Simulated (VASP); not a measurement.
A run of VASP 6.6.1 is set up as follows.

The input INCAR:

```
ALGO     = Normal         # electronic algorithm
EDIFF    = 1E-6           # SCF threshold, eV
EDIFFG   = -0.005         # ionic threshold
ENCUT    = 600            # plane-wave cutoff, eV
GGA      = CA             # functional
IBRION   = 2              # ionic algorithm
ISIF     = 3              # what is computed and relaxed
ISMEAR   = 0              # smearing method
LASPH    = True           # aspherical terms in the spheres
LCHARG   = False          # write CHGCAR
LREAL    = False          # projectors in reciprocal space
LWAVE    = False          # write WAVECAR
NELM     = 100            # most SCF steps
NSW      = 100            # ionic steps
PREC     = Accurate       # precision mode
SIGMA    = 0.02           # smearing width, eV
```

Contents of KPOINTS:

```
k-points
0
Gamma
  8 8 8
```

Contents of POSCAR:

```
BeTe
1.0
    0.0000000000      2.7700000000      2.7700000000
    2.7700000000      0.0000000000      2.7700000000
    2.7700000000      2.7700000000      0.0000000000
Be Te
1 1
Direct
    0.0000000000      0.0000000000      0.0000000000
    0.2500000000      0.2500000000      0.2500000000
```

Potentials or basis: VASP PAW LDA potentials, release 64 (Be, Te).

The run is started by

```console
$ cat potpaw_LDA.64/Be/POTCAR potpaw_LDA.64/Te/POTCAR > POTCAR
$ mpirun -np 1 vasp_std > vasp.out
```

(1) Predict the band gap on the k mesh.

(2) Estimate the space group after relaxing (to 0.05 Å).

(3) What does it give for the relaxed cell?

## Answers

(1) 1.78 eV, indirect (least direct gap 3.55 eV).

(2) F-43m (No. 216).

(3) a = 3.933 Å, b = 3.933 Å, c = 3.933 Å, α = 60.00°, β = 60.00°, γ = 60.00°.

Caveat: spin-orbit coupling is left out, which moves the levels of the heavy elements.
